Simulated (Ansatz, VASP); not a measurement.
Be: VASP beside Ansatz

```xyz
1
Lattice="-1.2614 1.2614 1.2614 1.2614 -1.2614 1.2614 1.2614 1.2614 -1.2614" Properties=species:S:1:pos:R:3 pbc="T T T"
Be    0.0000    0.0000    0.0000
```

Change from the starting cell: volume scaled by 1.02.

Alike in both runs: task single point; functional PBEsol; k mesh 23 × 23 × 23; occupations fermi-dirac, width 0.03 eV; no spin polarisation.

|  | VASP | Ansatz |
| --- | --- | --- |
| version | VASP 6.6.1 | Ansatz 0.2.0 |
| potentials or method | VASP PAW PBE potentials, release 64 (Be), cutoff 520 eV | all-electron LAPW, scalar-relativistic |

```tsv
	VASP	Ansatz	Ansatz less VASP
pressure (GPa)	-3.9	-4.3	-0.43
```

Ansatz ran all-electron here, so the differences hold the error of VASP's frozen core and of both bases.

Caveats: the PAW data sets were made with another functional, which shifts forces and pressure a little (VASP).
